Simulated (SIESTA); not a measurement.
## SiC under changes of volume

One of the cells (10.313 Å³/atom); the others are scaled copies at fixed shape and fractional positions:

```xyz
8
Lattice="3.0757 0.0000 0.0000 -1.5378 2.6636 0.0000 0.0000 0.0000 10.0706" Properties=species:S:1:pos:R:3 pbc="T T T"
Si    0.0000    0.0000    1.8922
Si    0.0000    0.0000    6.9275
Si    0.0000    1.7758    4.4094
Si    1.5378    0.8879    9.4447
C     0.0000    0.0000    0.0046
C     0.0000    0.0000    5.0400
C     0.0000    1.7758    2.5157
C     1.5378    0.8879    7.5510
```

The cell is a database's computed one.

```yaml
Program: SIESTA 5.4.2
Functional: AM05
Potentials_or_basis: PseudoDojo 0.4 standard (PBEsol files)
Basis: DZP (energy shift 0.002 Ry)
Grid_cutoff: 500 Ry
Energy_shift: 0.002 Ry
k_mesh: 10 × 10 × 3
Occupations: fermi-dirac, width 0.05 eV
Spin: no spin polarisation
```

```tsv
volume (Å³/atom)	energy over the lowest point (meV/atom)	pressure (GPa)	largest force (eV/Å)
9.694	43.93	19.6	0.036
9.900	22.64	13.6	0.028
10.107	?	?	?
10.313	1.35	3.3	0.020
10.519	0.00	-1.1	0.019
10.726	4.14	-5.2	0.022
10.932	13.25	-8.9	0.023
```

Problem. What does the run at 10.107 Å³/atom give?

Solution. Energy over the lowest point 8.68 meV/atom; pressure 8.2 GPa; largest force 0.024 eV/Å.

Worked out: A Birch-Murnaghan fit of order 3 (a polynomial in V^(-2/3)) to the other rows has its minimum at 10.46 Å³/atom with B0 = V·E''(V) = 220 GPa and B' = 3.9 at fixed shape and positions, which overstates the stiffness. It gives 8.64 meV/atom at 10.107 Å³/atom, against the run's 8.68, and -dE/dV = 8.2 GPa, against 8.2.

Energies are extrapolated to zero smearing.

Caveats: the potentials were made for another functional, which shifts forces and pressure; the basis of atomic orbitals isn't converged, which shifts pressures, moduli and gaps.
